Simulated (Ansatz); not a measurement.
A run of Ansatz 0.2.0 is set up as follows.

The input input.yaml:

```yaml
crystal:
  lattice:
    - [3.8313174605, 0.0, 0.0]
    - [-1.9156587303, 3.3180182508, 0.0]
    - [0.0, 0.0, 6.3326220002]
  atoms:
    - { symbol: Si, position: [0.6666666667, 0.3333333333, 0.9369905] }
    - { symbol: Si, position: [0.3333333333, 0.6666666667, 0.4369905] }
    - { symbol: Si, position: [0.6666666667, 0.3333333333, 0.5630095] }
    - { symbol: Si, position: [0.3333333333, 0.6666666667, 0.0630095] }
hamiltonian:
  xc: pbe
  pseudopotentials: { kind: paw }
kpoints:
  mp_grid: { grid: [8, 8, 4] }
scf:
  occupations: { method: gaussian, width: 0.015 }
output:
  forces: true
  stress: true
  eigenvalues: true
  write_density: true
  write_potential: true
  elf: true
  volumetric_format: npy
```

Potentials or basis: Ansatz PAW.

Launch:

```sh
$ ansatz run input.yaml --threads 2 --pin off --max-ram 5632MiB --backend cpu --events-out ev --progress --plain --runs-dir out
```

Question: What does it give for the band gap on the k mesh?

Answer: 0.42 eV, indirect (least direct gap 1.03 eV).

Question: Predict the largest force.

Answer: 0.008 eV/Å.

Question: What does it give for the pressure?

Answer: 1.4 GPa.

Forces in eV/Å, atoms in the order of the input:
```
Si   0.000  0.000  0.008
Si   0.000  0.000  0.008
Si   0.000  0.000 -0.008
Si   0.000  0.000 -0.008
```

A k mesh can miss the band edges. A hybrid or GW would open this gap; PBE tends to underestimate it.
